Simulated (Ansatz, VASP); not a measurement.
## BiTe in VASP and in Ansatz

```
Bi Te
1.0
     0.00000    3.23500    3.36440
     3.23500    0.00000    3.36440
     3.23500    3.23500    0.00000
Bi Te
1 1
Cartesian
  0.0000 0.0000 0.0000
  3.2350 3.2350 3.3644
```

Change from the starting cell: strain = 0.04.

Alike in both runs: task single point; functional PBE; k mesh 7 × 7 × 7; occupations fermi-dirac, width 0.05 eV; no spin polarisation.

```csv
,VASP,Ansatz
version,VASP 6.6.1,Ansatz 0.2.0
potentials or method,"VASP PAW PBE potentials, release 64 (Bi_d, Te)",Ansatz PAW
plane-wave cutoff (eV),520,420
valence electrons in the cell,21,31
```

```csv
,VASP,Ansatz,Ansatz less VASP
gap on the k mesh at the Fermi level (eV),none,none,-
pressure (GPa),-0.9,-0.9,+0.06
largest component of the traceless stress (GPa),1.08,1.09,+0.007
```

A gap of «none» marks a metal or a gap that the smearing closes. The functional is the same, so the differences come from potentials, cutoffs and numerics. The two sets of potentials don't hold the same shells in valence.

Caveats: spin-orbit coupling is left out, which moves the levels of the heavy elements.
